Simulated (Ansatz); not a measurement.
Pb under changes of volume

One of the cells (30.323 Å³/atom); the others are scaled copies at fixed shape and fractional positions:

```xyz
1
Lattice="0.0000 2.4750 2.4750 2.4750 0.0000 2.4750 2.4750 2.4750 0.0000" Properties=species:S:1:pos:R:3 pbc="T T T"
Pb    0.0000    0.0000    0.0000
```

```yaml
Program: Ansatz 0.2.0
Functional: PBEsol
Potentials_or_basis: Ansatz PAW
Cutoff: "420 eV (not typed: the program's choice for these potentials)"
k_mesh: 9 × 9 × 9
Occupations: fermi-dirac, width 0.05 eV
Spin: no spin polarisation
```

| volume (Å³/atom) | energy over the lowest point (meV/atom) | pressure (GPa) |
| --- | --- | --- |
| 28.503 | 11.56 | 2.7 |
| 29.110 | ? | ? |
| 29.716 | 0.00 | 0.4 |
| 30.323 | 0.52 | -0.6 |
| 30.929 | 4.58 | -1.5 |
| 31.535 | 11.67 | -2.2 |
| 32.142 | 21.38 | -2.9 |

Problem. What does the run at 29.110 Å³/atom give?

Solution. Energy over the lowest point 3.52 meV/atom; pressure 1.5 GPa.

Worked out: A Birch-Murnaghan fit of order 3 (a polynomial in V^(-2/3)) to the other rows has its minimum at 29.93 Å³/atom with B0 = V·E''(V) = 50 GPa and B' = 5.9. It gives 3.46 meV/atom at 29.110 Å³/atom, against the run's 3.52, and -dE/dV = 1.5 GPa, against 1.5.

Energies are extrapolated to zero smearing.

Caveats: the PAW data sets come from PBE, with cores solved anew for the run's functional, which leaves a small shift of forces and pressure.
